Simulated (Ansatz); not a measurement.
Crystal: ZrC.

```
CELL_PARAMETERS angstrom
0.00000 2.36500 2.36500
2.36500 0.00000 2.36500
2.36500 2.36500 0.00000
ATOMIC_POSITIONS crystal
Zr 0.50000 0.50000 0.50000
C 0.00000 0.00000 0.00000
```

Below is the output of Ansatz 0.2.0 for this cell. Logs are shortened: lines on timing, memory, paths and dates and some standing lists are left out, and cuts for length are marked.

```text
Warning: RAYON_NUM_THREADS=1 ignored (pool sized by the plan → 1); use --threads N
LAPW: plane waves up to 8.166 Å⁻¹, error target 1.0e-3 eV per atom; small_component_spin mean_spin; C in spheres of 1.050 Å, 6 of its electrons in bands, Dirac shells []; Zr in spheres of 1.315 Å, 30 of its electrons in bands, Dirac shells [] (how accurate: hamiltonian.pseudopotentials.lapw.basis_error, Limitations)
Engine: ansatz 0.2.0, aarch64-unknown-linux-gnu
Pseudopotentials: kind: all_electron
Pseudopotential: Zr, LAPW, valence charge 30, lapw/all_electron/scalar/gaussian/Zr, Koelling and Harmon's equation, gaussian nucleus
Pseudopotential: C, LAPW, valence charge 6, lapw/all_electron/scalar/gaussian/C, Koelling and Harmon's equation, gaussian nucleus
Functional definition: PBE
  parameter kappa = 0.804
  parameter beta = 0.06672455060314922
  exchange = pbe_x(kappa = kappa, mu = beta*pi^2/3)
  correlation = pbe_c(beta = beta)
Crystal: 2 atoms, lattice volume = 26.456 Å³
Basis set: ecut = 254.07267823057998 eV, 259 PW (Γ), exchange–correlation at level 2
Bands: 22, of which v1, the nominal top of the filled ones, is band 18 counted from 1 (17 counted from 0)
Symmetry: 48 space group operations
Space group: Fm-3m (ITA 225), of the structure as read, at distance tolerance 3.0e-5 Å
k-points: 47 of 1000
Non-local potential: Zr, projectors of the file, none
Non-local potential: C, projectors of the file, none
Initial density: superposition of atomic densities (chi_scale 0.1, normalization cell, long waves kept (reshape's long-wave potential 0.00 eV rms))
Initial wavefunctions: plane waves of lowest kinetic energy (no species holds an atomic orbital)
Functional: x = pbe(κ = 0.804, μ = 0.2195149727645171), c = pbe(β = 0.06672455060314922)
iter 1 solved again at ethr=1.56e-2 eV; its pass at ethr=1.00e-1 eV (dr2=5.60e0 eV) is discarded
SCF iter   1: F=—  HF=-98967.564334 eV  |F-HF|=—  |Δ(HF+E_count)|=         —  Δρ=1.20e-1  dr2=5.59e0  ethr=1.56e-2  ⟨swp⟩=2.0  Hψ=6632  notcnv=0
preconditioner: auto → Kerker (q_TF=auto, 2.872 Å⁻¹)  [metal: Δε(μ)=0.065 eV  Ē_g=18.217 eV  σ=0.050 eV  W_gap=0.29  n_scr=14 (ndim 8)  ℏωp=27.0 eV  f_vac=0.000  D(μ)=0.15/eV (n_scr^D=0)]
iter 2 solved again at ethr=1.76e-4 eV; its pass at ethr=1.55e-2 eV (dr2=6.33e-2 eV) is discarded
SCF iter   2: F=—  HF=-98965.688577 eV  |F-HF|=—  |Δ(HF+E_count)|=    1.88e0  Δρ=1.88e-2  dr2=6.30e-2  ethr=1.76e-4  ⟨swp⟩=2.0  Hψ=5209  notcnv=0
preconditioner: auto → none  [insulator: Δε(μ)=0.145 eV  Ē_g=17.898 eV  σ=0.050 eV  W_gap=0.62  n_scr=14 (ndim 8)  ℏωp=27.0 eV  f_vac=0.000  D(μ)=0.33/eV (n_scr^D=0)  ε∞_Penn≈3.3]
SCF iter   3: F=—  HF=-98965.688302 eV  |F-HF|=—  |Δ(HF+E_count)|=         —  Δρ=1.02e-2  dr2=1.62e-2  ethr=1.75e-4  ⟨swp⟩=2.0  Hψ=3208  notcnv=0
the basis was enlarged: its passes take 200.0 KiB over the memory plan, 1 of 1 planned eigensolver slots
SCF iter   4: F=—  HF=-98965.689514 eV  |F-HF|=—  |Δ(HF+E_count)|=   1.21e-3  Δρ=1.73e-3  dr2=9.77e-4  ethr=4.49e-5  ⟨swp⟩=2.7  Hψ=3442  notcnv=0
SCF iter   5: F=—  HF=-98965.689374 eV  |F-HF|=—  |Δ(HF+E_count)|=   1.40e-4  Δρ=4.86e-4  dr2=8.02e-5  ethr=2.72e-6  ⟨swp⟩=2.0  Hψ=3197  notcnv=0
SCF iter   6: F=—  HF=-98965.689353 eV  |F-HF|=—  |Δ(HF+E_count)|=   2.17e-5  Δρ=3.07e-5  dr2=2.28e-7  ethr=2.23e-7  ⟨swp⟩=2.0  Hψ=3197  notcnv=0
SCF iter   7: F=—  HF=-98965.689353 eV  |F-HF|=—  |Δ(HF+E_count)|=   3.63e-7  Δρ=1.25e-5  dr2=4.55e-8  ethr=6.33e-10  ⟨swp⟩=2.7  Hψ=3269  notcnv=0
SCF iter   8: F=-98965.689353 eV  HF=-98965.689353 eV  |F-HF|=1.75e-10  |Δ(HF+E_count)|=   1.99e-8  Δρ=9.65e-7  dr2=1.69e-10  ethr=1.26e-10  ⟨swp⟩=2.1  Hψ=3205  notcnv=0
SCF 1 converged in 8 iterations: F = -98965.689353 eV  dr2 = 1.69e-10
NSCF: frozen V_eff on 43 k-points
SCF converged after 8 iterations
Free energy (F): -98965.689353 eV
Harris-Foulkes:  -98965.689353 eV  (|F-HF|=1.75e-10)
Internal energy: -98965.686776 eV  (E = F + TS)
E sigma→0 (E₀):  -98965.688065 eV
Entropy (-TS):   -0.002577 eV (-1.288 meV/atom)
Fermi energy:    16.182035 eV
--- Per-component energies (eV) ---
  E_band       = -4576.463233
  E_kinetic    = 102182.914329
  E_xc         = -3258.138102
  E_electrostatic = -197890.463003  (all electrons and nuclei)
  E_smearing   = -0.002577  (= −TS)
  E_closure    = 0.000000  (closes the sum)
  E_atoms      = -98947.444364  (free atoms, spherical and without spin; not in F)
  Σ components = -98965.689353   (vs F -98965.689353, Δ=0.00e0)
  Basis errors (estimates in eV, not in F): energy 3.4e-4 per atom: plane waves 3.0e-4 (1.7e-4 summed), levels above the bands 3.9e-27, relativity 2.9e-8, radial functions 4.1e-5, core shells 1.4e-13; eigenvalues (radial functions only) 4.5e-6; not estimated: angular momenta, meshes, grids; target (lapw.basis_error) 1.0e-3; muffin-tin radii C 1.050 Å, Zr 1.315 Å
--- Forces (eV/Å), atoms counted from 1 ---
  atom   1  Zr    -0.00000000    -0.00000000     0.00000000
  atom   2  C     -0.00000000    -0.00000000    -0.00000000
  max |Σ_I F_I| component: 1.00e-30 eV/Å
--- Stress (GPa, compression-positive) ---
       -2.860096      -0.000000      -0.000000
       -0.000000      -2.860096       0.000000
       -0.000000       0.000000      -2.860096
  P = ⅓ Tr σ = -2.8601 GPa (-28.601 kbar)
--- Band table (eV; the first three rows and the last of 47) ---
  k-point 0: bands = ["-381.8727", "-294.7537", "-294.7537", "-294.7537", "-248.4750", "-151.9199", "-151.9199", "-151.9199", "-151.9073", "-151.9073", "-31.9987", "-9.7237", "-9.7237", "-9.7237", "4.9314", "17.1021", "17.1021", "17.1021", "17.2594", "17.2594", "17.2594", "18.9291"]
  k-point 1: bands = ["-381.8727", "-294.7537", "-294.7537", "-294.7537", "-248.4750", "-151.9199", "-151.9199", "-151.9199", "-151.9073", "-151.9073", "-31.9899", "-9.8051", "-9.7309", "-9.7309", "5.1498", "15.8167", "16.1096", "16.1096", "17.6229", "17.6229", "18.0519", "20.0152"]
  k-point 2: bands = ["-381.8727", "-294.7537", "-294.7537", "-294.7537", "-248.4750", "-151.9199", "-151.9199", "-151.9199", "-151.9073", "-151.9073", "-31.9668", "-10.0125", "-9.7497", "-9.7497", "5.7517", "14.2413", "14.9416", "14.9416", "18.2591", "18.2591", "18.6090", "21.8521"]
  k-point 46: bands = ["-381.8727", "-294.7537", "-294.7537", "-294.7537", "-248.4750", "-151.9199", "-151.9199", "-151.9199", "-151.9073", "-151.9073", "-31.8748", "-10.2660", "-10.1367", "-10.0079", "6.6954", "13.7845", "13.8653", "13.8760", "18.5496", "20.2084", "21.7095", "22.6242"]
```

Task: What input gives this log?

Result: Band structure with PBE, no spin polarisation. The files as run (others can give the same):

input.yaml
```yaml
crystal:
  lattice:
    - [0.0, 2.365, 2.365]
    - [2.365, 0.0, 2.365]
    - [2.365, 2.365, 0.0]
  atoms:
    - { symbol: Zr, position: [0.5, 0.5, 0.5] }
    - { symbol: C, position: [0.0, 0.0, 0.0] }
kpoints:
  mp_grid: { grid: [10, 10, 10] }
  band_path:
    path:
      - [0.0, 0.0, 0.0]
      - [0.5, 0.0, 0.5]
      - [0.5, 0.25, 0.75]
      - [0.375, 0.375, 0.75]
      - [0.0, 0.0, 0.0]
      - [0.5, 0.5, 0.5]
      - [0.625, 0.25, 0.625]
      - [0.5, 0.25, 0.75]
    npoints: 6
scf:
  occupations: { method: fermi_dirac, width: 0.05 }
hamiltonian:
  xc: pbe
  pseudopotentials: { kind: all_electron, lapw: { basis_error: 0.001 } }
output:
  forces: true
  stress: true
  eigenvalues: true
```

Potentials or basis: all-electron LAPW, scalar-relativistic.
Launch:
```bash
$ ansatz run input.yaml --threads 1 --pin off --max-ram 3072MiB --backend cpu --events-out ev --progress --plain --runs-dir out
```
